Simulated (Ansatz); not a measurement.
Run on Pd (hcp type): DFT, PBE, PAW with Ansatz's default frozen-core files, scalar-relativistic (Ansatz 0.2.0). This run: hcp relaxed under pressure.

The start is a guessed cell of a prototype that needn't be stable.

Command: `ansatz run input.yaml --threads 1 --pin off --max-ram 3584MiB --backend cpu --events-out ev --progress --plain --runs-dir out` It took 21 s on 1 thread of Intel(R) Xeon(R) Platinum 8488C (Sapphire Rapids), on a shared host, peak memory 0.41 GiB.

```yaml
crystal:
  lattice:
    - [2.7062688403, 0.0, 0.0]
    - [-1.3531344201, 2.3436975652, 0.0]
    - [0.0, 0.0, 4.3841555212]
  atoms:
    - { symbol: Pd, position: [0.3333333333, 0.6666666667, 0.25] }
    - { symbol: Pd, position: [0.6666666667, 0.3333333333, 0.75] }
kpoints:
  mp_grid: { grid: [16, 16, 9] }
scf:
  occupations: { method: fermi_dirac, width: 0.08 }
hamiltonian:
  xc: pbe
  pseudopotentials: { kind: paw }
output:
  forces: true
  stress: true
  eigenvalues: true
relax:
  f_tol: 0.005
  max_steps: 40
  cell: { p_target: 22.0, stress_tol: 0.03 }
```

Output:

```
Engine: ansatz 0.2.0
Pseudopotentials: kind: paw
Pseudopotential: Pd, paw, valence charge 18, recommended cutoff 420 eV (normal), Pd.paw.azcp
Functional definition: PBE
  parameter kappa = 0.804
  parameter beta = 0.06672455060314922
  exchange = pbe_x(kappa = kappa, mu = beta*pi^2/3)
  correlation = pbe_c(beta = beta)
Crystal: 2 atoms, lattice volume = 27.807 Å³
Basis set: ecut = 420 eV, 549 PW (Γ), exchange–correlation on 40×40×60 points (8 copies of the dense FFT grid, shifted against one another)
Bands: 22, of which v1, the nominal top of the filled ones, is band 18 counted from 1 (17 counted from 0)
Symmetry: 24 space group operations
Space group: P63/mmc (ITA 194), of the structure as read, at distance tolerance 3.0e-5 Å
k-points: 150 of 2304
Non-local potential: Pd, projectors of the file, l = 0: 2, l = 1: 2, l = 2: 2, l = 3: 1
PAW form: soft (Blöchl's): semilocal exchange-correlation on the pseudo side does not see the compensation charge
PAW one-centre angular grid: Pd, 590 points (default); XC on 64 Gauss nodes
Initial density: superposition of atomic densities (neutral atoms: chi_scale 0, normalization atom), corrected by the library's trained network
Initial wavefunctions: pseudopotential atomic-orbital guess
Functional: x = pbe(κ = 0.804, μ = 0.2195149727645171), c = pbe(β = 0.06672455060314922)
SCF iter   1: F=—  HF=-13945.484120 eV  |F-HF|=—  |Δ(HF+E_count)|=         —  Δρ=5.41e-3  dr2=4.21e-3  ethr=1.77e-3  ⟨swp⟩=5.0  Hψ=14927  notcnv=0
preconditioner: auto → none  [metal: Δε(μ)=0.008 eV  Ē_g=10.062 eV  σ=0.080 eV  W_gap=0.03  n_scr=8 (ndim 8)  ℏωp=31.5 eV  f_vac=0.000  D(μ)=4.59/eV (n_scr^D=84)  sad-step TF]
SCF iter   2: F=—  HF=-13945.483998 eV  |F-HF|=—  |Δ(HF+E_count)|=   1.22e-4  Δρ=2.61e-3  dr2=1.05e-3  ethr=1.17e-5  ⟨swp⟩=1.0  Hψ=4526  notcnv=0
SCF iter   3: F=—  HF=-13945.484195 eV  |F-HF|=—  |Δ(HF+E_count)|=   1.97e-4  Δρ=3.06e-4  dr2=1.16e-5  ethr=2.91e-6  ⟨swp⟩=2.1  Hψ=4578  notcnv=0
SCF iter   4: F=—  HF=-13945.484209 eV  |F-HF|=—  |Δ(HF+E_count)|=   1.44e-5  Δρ=8.18e-5  dr2=7.95e-7  ethr=3.22e-8  ⟨swp⟩=2.4  Hψ=5440  notcnv=0
iter 5 did not close the SCF: its close was put off for the readings that it lacked (scf_convergence_deferred on its scf_iter line)
SCF iter   5: F=-13945.484209 eV  HF=-13945.484209 eV  |F-HF|=2.55e-11  |Δ(HF+E_count)|=   2.03e-7  Δρ=1.32e-5  dr2=2.04e-8  ethr=2.21e-9  ⟨swp⟩=2.5  Hψ=5944  notcnv=0
SCF iter   6: F=-13945.484209 eV  HF=-13945.484209 eV  |F-HF|=2.06e-10  |Δ(HF+E_count)|=   7.77e-9  Δρ=1.72e-6  dr2=1.97e-10  ethr=5.66e-11  ⟨swp⟩=2.0  Hψ=11072  notcnv=0
SCF 1 converged in 6 iterations: F = -13945.484209 eV  dr2 = 1.97e-10
  greatest PAW one-centre occupation: 0.999 electrons in one spin orbital (limit 2), on the Pd atom at site 1 (counted from 0), in its partial waves of l = 0
relax step   1: F+E_penalty+E_count = -13945.48420899 eV  Δ(F+E_penalty+E_count) = +0.000e0 eV  max|allowed force component| = 5.089e-17 eV/Å  Δτ_max = 0.0000 Å  P = +22.768 GPa  Ω = 27.807 Å³  (6 SCF iters, dr2 threshold 1.00e-7 eV, accepted)
Crystal: 2 atoms, lattice volume = 27.941 Å³
Initial density: handed on by an earlier stage of this run
Initial wavefunctions: those handed on with the density
iter 1 solved again at ethr=8.15e-6 eV; its pass at ethr=3.10e-3 eV (dr2=2.93e-3 eV) is discarded
SCF iter   1: F=—  HF=-13945.511811 eV  |F-HF|=—  |Δ(HF+E_count)|=         —  Δρ=6.13e-3  dr2=3.17e-3  ethr=8.15e-6  ⟨swp⟩=1.0  Hψ=16123  notcnv=0
preconditioner: auto → Kerker (q_TF=auto, 2.846 Å⁻¹)  [metal: Δε(μ)=0.012 eV  Ē_g=9.938 eV  σ=0.080 eV  W_gap=0.04  n_scr=10 (ndim 8)  ℏωp=31.4 eV  f_vac=0.000  D(μ)=4.34/eV (n_scr^D=66)]
SCF iter   2: F=—  HF=-13945.510971 eV  |F-HF|=—  |Δ(HF+E_count)|=   8.41e-4  Δρ=2.47e-3  dr2=5.72e-4  ethr=8.15e-6  ⟨swp⟩=1.0  Hψ=3300  notcnv=0
SCF iter   3: F=—  HF=-13945.510787 eV  |F-HF|=—  |Δ(HF+E_count)|=   1.84e-4  Δρ=4.39e-4  dr2=1.80e-5  ethr=1.59e-6  ⟨swp⟩=2.0  Hψ=5481  notcnv=0
SCF iter   4: F=—  HF=-13945.510823 eV  |F-HF|=—  |Δ(HF+E_count)|=   3.57e-5  Δρ=4.75e-5  dr2=4.13e-7  ethr=5.01e-8  ⟨swp⟩=1.7  Hψ=3821  notcnv=0
iter 5 did not close the SCF: its close was put off for the readings that it lacked (scf_convergence_deferred on its scf_iter line)
SCF iter   5: F=-13945.510823 eV  HF=-13945.510823 eV  |F-HF|=1.39e-8  |Δ(HF+E_count)|=   3.81e-8  Δρ=1.42e-5  dr2=3.29e-8  ethr=1.15e-9  ⟨swp⟩=2.3  Hψ=5016  notcnv=0
SCF iter   6: F=-13945.510823 eV  HF=-13945.510823 eV  |F-HF|=9.91e-10  |Δ(HF+E_count)|=   2.58e-9  Δρ=3.69e-6  dr2=1.66e-9  ethr=9.14e-11  ⟨swp⟩=2.0  Hψ=10422  notcnv=0
SCF 2 converged in 6 iterations: F = -13945.510823 eV  dr2 = 1.66e-9
relax step   2: F+E_penalty+E_count = -13945.51082283 eV  Δ(F+E_penalty+E_count) = -2.661e-2 eV  max|allowed force component| = 3.238e-17 eV/Å  Δτ_max = 0.0000 Å  P = +21.300 GPa  Ω = 27.941 Å³  energy of the carried Pulay correction = -7.128e-5 eV  (6 SCF iters, dr2 threshold 2.00e-7 eV, accepted)
Crystal: 2 atoms, lattice volume = 27.761 Å³
iter 1 solved again at ethr=2.16e-6 eV; its pass at ethr=3.10e-3 eV (dr2=7.78e-4 eV) is discarded
SCF iter   1: F=—  HF=-13945.486561 eV  |F-HF|=—  |Δ(HF+E_count)|=         —  Δρ=2.86e-3  dr2=7.45e-4  ethr=2.16e-6  ⟨swp⟩=1.0  Hψ=15999  notcnv=0
preconditioner: auto → Kerker (q_TF=auto, 2.849 Å⁻¹)  [metal: Δε(μ)=0.009 eV  Ē_g=10.002 eV  σ=0.080 eV  W_gap=0.03  n_scr=10 (ndim 8)  ℏωp=31.5 eV  f_vac=0.000  D(μ)=4.22/eV (n_scr^D=66)]
SCF iter   2: F=—  HF=-13945.486375 eV  |F-HF|=—  |Δ(HF+E_count)|=   1.86e-4  Δρ=1.17e-3  dr2=1.46e-4  ethr=2.07e-6  ⟨swp⟩=1.0  Hψ=3300  notcnv=0
SCF iter   3: F=—  HF=-13945.486368 eV  |F-HF|=—  |Δ(HF+E_count)|=   6.89e-6  Δρ=2.25e-4  dr2=6.39e-6  ethr=4.06e-7  ⟨swp⟩=2.0  Hψ=5482  notcnv=0
iter 4 did not close the SCF: its close was put off for the readings that it lacked (scf_convergence_deferred on its scf_iter line)
SCF iter   4: F=-13945.486367 eV  HF=-13945.486367 eV  |F-HF|=2.13e-9  |Δ(HF+E_count)|=   7.32e-7  Δρ=3.07e-5  dr2=1.55e-7  ethr=1.77e-8  ⟨swp⟩=2.2  Hψ=4747  notcnv=0
iter 5 did not close the SCF: its close was put off for the readings that it lacked (scf_convergence_deferred on its scf_iter line)
[... lines left out ...]
SCF iter   6: F=-13945.501760 eV  HF=-13945.501760 eV  |F-HF|=3.64e-12  |Δ(HF+E_count)|=    0.00e0  Δρ=1.47e-8  dr2=2.22e-14  ethr=1.00e-12  ⟨swp⟩=1.0  Hψ=3300  notcnv=0
iter 7 did not close the SCF: its close was put off for the readings that it lacked (scf_convergence_deferred on its scf_iter line)
SCF iter   7: F=-13945.501760 eV  HF=-13945.501760 eV  |F-HF|=1.82e-12  |Δ(HF+E_count)|=  1.82e-12  Δρ=4.49e-9  dr2=3.72e-15  ethr=1.00e-12  ⟨swp⟩=1.0  Hψ=3300  notcnv=0
iter 8 did not close the SCF: its close was put off for the readings that it lacked (scf_convergence_deferred on its scf_iter line)
SCF iter   8: F=-13945.501760 eV  HF=-13945.501760 eV  |F-HF|=0.00e0  |Δ(HF+E_count)|=  1.82e-12  Δρ=7.21e-10  dr2=5.24e-17  ethr=1.00e-12  ⟨swp⟩=1.0  Hψ=3300  notcnv=0
SCF iter   9: F=-13945.501760 eV  HF=-13945.501760 eV  |F-HF|=3.64e-12  |Δ(HF+E_count)|=  3.64e-12  Δρ=1.05e-10  dr2=1.58e-18  ethr=1.00e-12  ⟨swp⟩=1.2  Hψ=7227  notcnv=0
SCF 6 converged in 9 iterations: F = -13945.501760 eV  dr2 = 1.58e-18
relax step   6: F+E_penalty+E_count = -13945.50175991 eV  Δ(F+E_penalty+E_count) = +9.852e-6 eV  max|allowed force component| = 5.320e-17 eV/Å  Δτ_max = 0.0000 Å  P = +22.001 GPa  Ω = 27.870 Å³  stress off target by 1.90e-2 GPa  SCF on the basis re-selected at this cell (its energy is not comparable with the rows above)  (9 SCF iters)
basis re-selected at this cell: Δ(F+E_penalty+E_count) = +9.852e-6 eV, ΔP = +0.000 GPa vs the last step (what re-selecting the basis moved, of the pressure what is left beyond the Pulay correction that the steps carried, after the strain that the cell walked since its last selection, with what the two solves' SCF thresholds leave and, on support functions, any second-order correction that the steps lacked; it is no measure of the basis error at this ecutwfc). The dense FFT grid was sized anew with the basis: this SCF ran on 18×18×30 points, the steps before it on 20×20×30, so part of this shift can come from that change (see relax.cell in the input reference). This SCF's stress stands 1.90e-2 GPa from its target on what of the cell is left free (relax.cell.stress_tol is 3.00e-2 GPa) and its largest allowed force component is 5.32e-17 eV/Å (relax.f_tol is 5.00e-3 eV/Å): within both
SCF converged after 9 iterations
Free energy (F): -13945.501760 eV
Harris-Foulkes:  -13945.501760 eV  (|F-HF|=3.64e-12)
Internal energy: -13945.413434 eV  (E = F + TS)
E sigma→0 (E₀):  -13945.457597 eV
Entropy (-TS):   -0.088326 eV (-44.163 meV/atom)
Fermi energy:    21.407449 eV
--- Per-component energies (eV) ---
  E_band       = -223.475945
  E_kinetic    = 1031.446311
  E_local      = -3339.805717  (includes V_loc(G=0)·N_el)
  E_nonlocal   = 434.298748
  E_hartree    = 1367.733151
  E_xc         = -339.124918
  E_vxc        = -425.699432  (∫ρ·V_xc dr)
  E_paw        = -7500.695542  (= ΣΔE_a)
  E_vpaw       = -659.182580  (= ΣTr[D̂ρ^β])
  E_aug_tail   = 0.000423  (compensation charges beyond the density's cutoff)
  E_ewald      = -5599.265891
  E_smearing   = -0.088326  (= −TS)
  E_closure    = 0.000000  (closes the sum)
  Σ components = -13945.501760   (vs F -13945.501760, Δ=0.00e0)
--- Forces (eV/Å), atoms counted from 1 ---
  atom   1  Pd    -0.00000000     0.00000000    -0.00000000
  atom   2  Pd     0.00000000    -0.00000000     0.00000000
  max |Σ_I F_I| component: 4.63e-18 eV/Å
--- Stress (GPa, compression-positive) ---
       22.010285      -0.000000       0.000000
       -0.000000      22.010285       0.000000
        0.000000       0.000000      21.980975
  P = ⅓ Tr σ = 22.0005 GPa (220.005 kbar)
--- Band table (eV; the first three rows and the last of 150) ---
  k-point 0: bands = ["-62.9090", "-62.8442", "-28.8138", "-28.4430", "-28.4430", "-28.3791", "-28.3791", "-28.3336", "13.7838", "15.6139", "18.1465", "18.3743", "18.3743", "18.7675", "18.7675", "19.5404", "19.5404", "21.1227", "21.1227", "22.0920", "28.8519", "38.4326"]
  k-point 1: bands = ["-62.9070", "-62.8462", "-28.7996", "-28.4411", "-28.4411", "-28.3810", "-28.3810", "-28.3484", "13.8985", "15.6375", "18.1127", "18.3442", "18.3442", "18.7286", "18.7286", "19.6338", "19.6338", "21.1086", "21.1086", "21.6026", "29.5010", "38.1866"]
  k-point 2: bands = ["-62.9014", "-62.8518", "-28.7587", "-28.4356", "-28.4356", "-28.3909", "-28.3866", "-28.3866", "14.2289", "15.6930", "18.0301", "18.2902", "18.2902", "18.6268", "18.6268", "19.8696", "19.8696", "20.5279", "21.0545", "21.0545", "31.0561", "37.7801"]
  k-point 149: bands = ["-62.8195", "-62.8186", "-28.7754", "-28.7753", "-28.6990", "-28.6782", "-28.4485", "-28.4430", "16.8142", "16.8536", "17.3445", "17.4749", "18.2545", "18.3438", "19.3187", "19.5136", "21.1636", "21.2494", "28.0041", "28.4338", "30.5647", "31.0412"]
--- Relaxed structure (5 steps of the walk, 5 accepted, 1 SCFs on fresh bases) ---
  F+E_penalty+E_count = -13945.50175991 eV   max|allowed force component| = 5.320e-17 eV/Å   (the final SCF, on the basis selected at the relaxed cell)
  cell:  # Å, volume = 27.8698 Å³
    - [2.683420223812138, -2.862381087302655e-11, 0.0]
    - [-1.3417101118812802, 2.323910082864548, 0.0]
    - [0.0, 0.0, 4.46915579124109]
  atoms:
    - { symbol: Pd, position: [0.3333333333333333, 0.6666666666666666, 0.25] }
    - { symbol: Pd, position: [0.6666666666666666, 0.3333333333333333, 0.7500000000000001] }
```

Next run (sc relaxed under pressure), as changes to the input before:

```diff
   lattice:
-    - [2.7062688403, 0.0, 0.0]
-    - [-1.3531344201, 2.3436975652, 0.0]
-    - [0.0, 0.0, 4.3841555212]
+    - [2.455787927, 0.0, 0.0]
+    - [0.0, 2.455787927, 0.0]
+    - [0.0, 0.0, 2.455787927]
   atoms:
-    - { symbol: Pd, position: [0.3333333333, 0.6666666667, 0.25] }
-    - { symbol: Pd, position: [0.6666666667, 0.3333333333, 0.75] }
+    - { symbol: Pd, position: [0.0, 0.0, 0.0] }
 kpoints:
-  mp_grid: { grid: [16, 16, 9] }
+  mp_grid: { grid: [15, 15, 15] }
 scf:
```

Results part of the output:

```
basis re-selected at this cell: Δ(F+E_penalty+E_count) = -5.093e-10 eV, ΔP = -0.000 GPa vs the last step (what re-selecting the basis moved, of the pressure what is left beyond the Pulay correction that the steps carried, after the strain that the cell walked since its last selection, with what the two solves' SCF thresholds leave and, on support functions, any second-order correction that the steps lacked; it is no measure of the basis error at this ecutwfc). This SCF's stress stands 3.20e-5 GPa from its target on what of the cell is left free (relax.cell.stress_tol is 3.00e-2 GPa) and its largest allowed force component is 0.00e0 eV/Å (relax.f_tol is 5.00e-3 eV/Å): within both
SCF converged after 4 iterations
Free energy (F): -6972.230354 eV
Harris-Foulkes:  -6972.230354 eV  (|F-HF|=1.82e-12)
Internal energy: -6972.204013 eV  (E = F + TS)
E sigma→0 (E₀):  -6972.217183 eV
Entropy (-TS):   -0.026341 eV (-26.341 meV/atom)
Fermi energy:    18.465979 eV
--- Per-component energies (eV) ---
  E_band       = -163.262409
  E_kinetic    = 516.995426
  E_local      = -1933.170128  (includes V_loc(G=0)·N_el)
  E_nonlocal   = 217.675484
  E_hartree    = 789.263200
  E_xc         = -169.240780
  E_vxc        = -212.369827  (∫ρ·V_xc dr)
  E_paw        = -3751.080900  (= ΣΔE_a)
  E_vpaw       = -330.919832  (= ΣTr[D̂ρ^β])
  E_aug_tail   = 0.000169  (compensation charges beyond the density's cutoff)
  E_ewald      = -2642.646484
  E_smearing   = -0.026341  (= −TS)
  E_closure    = 0.000000  (closes the sum)
  Σ components = -6972.230354   (vs F -6972.230354, Δ=0.00e0)
--- Forces (eV/Å), atoms counted from 1 ---
  atom   1  Pd    -0.00000000    -0.00000000     0.00000000
  max |Σ_I F_I| component: 1.15e-31 eV/Å
--- Stress (GPa, compression-positive) ---
       22.000032       0.000000      -0.000000
        0.000000      22.000032      -0.000000
       -0.000000      -0.000000      22.000032
  P = ⅓ Tr σ = 22.0000 GPa (220.000 kbar)
--- Band table (eV; the first three rows and the last of 120) ---
  k-point 0: bands = ["-65.8002", "-31.2324", "-31.2324", "-31.2324", "11.6647", "13.0952", "13.0952", "18.5055", "18.5055", "18.5055", "35.7569", "35.7569", "35.7569"]
  k-point 1: bands = ["-65.7975", "-31.2582", "-31.2303", "-31.2303", "11.7921", "13.1183", "13.2055", "18.4092", "18.4092", "18.5131", "34.8047", "35.9726", "35.9726"]
  k-point 2: bands = ["-65.7898", "-31.3309", "-31.2242", "-31.2242", "12.1325", "13.1842", "13.5603", "18.1458", "18.1458", "18.5348", "32.8522", "36.5902", "36.5902"]
  k-point 119: bands = ["-65.6170", "-31.6773", "-31.6767", "-31.6767", "13.8134", "13.8555", "13.8555", "19.8805", "19.8805", "29.3909", "30.0501", "30.7112", "30.7112"]
--- Relaxed structure (5 steps of the walk, 5 accepted, 2 SCFs on fresh bases) ---
  F+E_penalty+E_count = -6972.23035397 eV   max|allowed force component| = 0.000e0 eV/Å   (the final SCF, on the basis selected at the relaxed cell)
  cell:  # Å, volume = 15.7108 Å³
    - [2.5045667846132673, -1.6049416203226966e-34, -5.216060266048763e-34]
    - [-4.172848212839012e-34, 2.5045667846132673, 0.0]
    - [-2.6481536735324493e-34, 0.0, 2.5045667846132673]
  atoms:
    - { symbol: Pd, position: [0.0, 0.0, 0.0] }
```

Next run (omega relaxed under pressure), as changes to the input before:

```diff
   lattice:
-    - [2.455787927, 0.0, 0.0]
-    - [0.0, 2.455787927, 0.0]
-    - [0.0, 0.0, 2.455787927]
+    - [4.2668672546, 0.0, 0.0]
+    - [-2.1334336273, 3.695215437, 0.0]
+    - [0.0, 0.0, 2.6454576978]
   atoms:
+    - { symbol: Pd, position: [0.3333333333, 0.6666666667, 0.5] }
+    - { symbol: Pd, position: [0.6666666667, 0.3333333333, 0.5] }
 kpoints:
-  mp_grid: { grid: [15, 15, 15] }
+  mp_grid: { grid: [9, 9, 12] }
 scf:
   eigenvalues: true
+  write_density: true
+  write_potential: true
+  elf: true
+  volumetric_format: npy
 relax:
```

Command: `ansatz run input.yaml --threads 1 --pin off --max-ram 3584MiB --backend cpu --events-out ev --progress --plain --runs-dir out` It took 25 s on 1 thread of Intel(R) Xeon(R) Platinum 8488C (Sapphire Rapids), on a shared host, peak memory 0.42 GiB.

Results part of the output:

```
basis re-selected at this cell: Δ(F+E_penalty+E_count) = -2.345e-4 eV, ΔP = -0.013 GPa vs the last step (what re-selecting the basis moved, of the pressure what is left beyond the Pulay correction that the steps carried, after the strain that the cell walked since its last selection, with what the two solves' SCF thresholds leave and, on support functions, any second-order correction that the steps lacked; it is no measure of the basis error at this ecutwfc). This SCF's stress stands 1.96e-2 GPa from its target on what of the cell is left free (relax.cell.stress_tol is 3.00e-2 GPa) and its largest allowed force component is 1.36e-16 eV/Å (relax.f_tol is 5.00e-3 eV/Å): within both
SCF converged after 6 iterations
Free energy (F): -20918.007709 eV
Harris-Foulkes:  -20918.007709 eV  (|F-HF|=7.28e-12)
Internal energy: -20917.897639 eV  (E = F + TS)
E sigma→0 (E₀):  -20917.952674 eV
Entropy (-TS):   -0.110070 eV (-36.690 meV/atom)
Fermi energy:    20.997521 eV
--- Per-component energies (eV) ---
  E_band       = -354.142134
  E_kinetic    = 1547.536081
  E_local      = -5094.076838  (includes V_loc(G=0)·N_el)
  E_nonlocal   = 651.770821
  E_hartree    = 2084.125569
  E_xc         = -508.485440
  E_vxc        = -638.255834  (∫ρ·V_xc dr)
  E_paw        = -11251.393989  (= ΣΔE_a)
  E_vpaw       = -989.368115  (= ΣTr[D̂ρ^β])
  E_aug_tail   = 0.000546  (compensation charges beyond the density's cutoff)
  E_ewald      = -8347.374389
[... lines left out ...]
--- Stress (GPa, compression-positive) ---
       21.980387       0.000000       0.000000
        0.000000      21.980387      -0.000000
        0.000000      -0.000000      22.019239
  P = ⅓ Tr σ = 21.9933 GPa (219.933 kbar)
--- Band table (eV; the first three rows and the last of 84) ---
  k-point 0: bands = ["-63.3474", "-63.2550", "-63.0310", "-29.2345", "-29.2345", "-28.9319", "-28.9319", "-28.8650", "-28.7820", "-28.6618", "-28.6618", "-28.6220", "13.5146", "15.3936", "17.0515", "17.4727", "17.4727", "17.4859", "17.5161", "17.5161", "18.4315", "18.4315", "19.2580", "19.2580", "19.4087", "19.4087", "21.1627", "21.1627", "28.8121", "28.8121", "28.8154", "28.8154", "29.5977"]
  k-point 1: bands = ["-63.3445", "-63.2523", "-63.0284", "-29.2314", "-29.2314", "-28.9258", "-28.9258", "-28.8931", "-28.8092", "-28.6627", "-28.6627", "-28.6510", "13.7048", "15.5762", "17.3010", "17.3427", "17.3427", "17.4060", "17.4060", "17.6706", "18.3117", "18.3117", "19.3705", "19.3705", "19.4328", "19.4328", "21.0754", "21.0754", "28.9984", "28.9984", "29.0467", "29.0467", "29.6381"]
  k-point 2: bands = ["-63.3364", "-63.2450", "-63.0212", "-29.2230", "-29.2230", "-28.9695", "-28.9087", "-28.9087", "-28.8830", "-28.7297", "-28.6654", "-28.6654", "14.2342", "16.0843", "16.9469", "16.9469", "17.1150", "17.1150", "18.0177", "18.2179", "18.2179", "18.2308", "19.2358", "19.2358", "19.7365", "19.7365", "20.8991", "20.8991", "29.4853", "29.4853", "29.6786", "29.6786", "29.7761"]
  k-point 83: bands = ["-63.2590", "-63.2590", "-62.9917", "-29.2800", "-29.2394", "-29.2394", "-29.0072", "-29.0072", "-28.9952", "-28.7813", "-28.6806", "-28.6806", "15.2387", "16.5525", "16.5525", "16.6263", "16.9164", "16.9164", "17.8876", "17.8876", "18.8544", "18.8544", "19.0838", "21.0698", "21.0712", "21.5036", "21.5036", "23.8099", "26.1148", "26.1148", "28.8834", "28.8834", "29.6283"]
--- Relaxed structure (4 steps of the walk, 4 accepted, 1 SCFs on fresh bases) ---
  F+E_penalty+E_count = -20918.00770945 eV   max|allowed force component| = 1.357e-16 eV/Å   (the final SCF, on the basis selected at the relaxed cell)
  cell:  # Å, volume = 42.3998 Å³
    - [4.350857784471804, 2.606508009062569e-33, 1.1847763677557132e-33]
    - [-2.175428892235902, 3.767953369605862, -1.8244568391276934e-19]
    - [7.345613480000237e-34, -1.306154802506931e-19, 2.586324691320534]
  atoms:
    - { symbol: Pd, position: [-5.923541711662978e-36, -1.122018257524458e-35, -1.448908652612274e-70] }
    - { symbol: Pd, position: [0.3333333333333333, 0.6666666666666666, 0.49999999999999994] }
    - { symbol: Pd, position: [0.6666666666666666, 0.3333333333333333, 0.49999999999999994] }
```
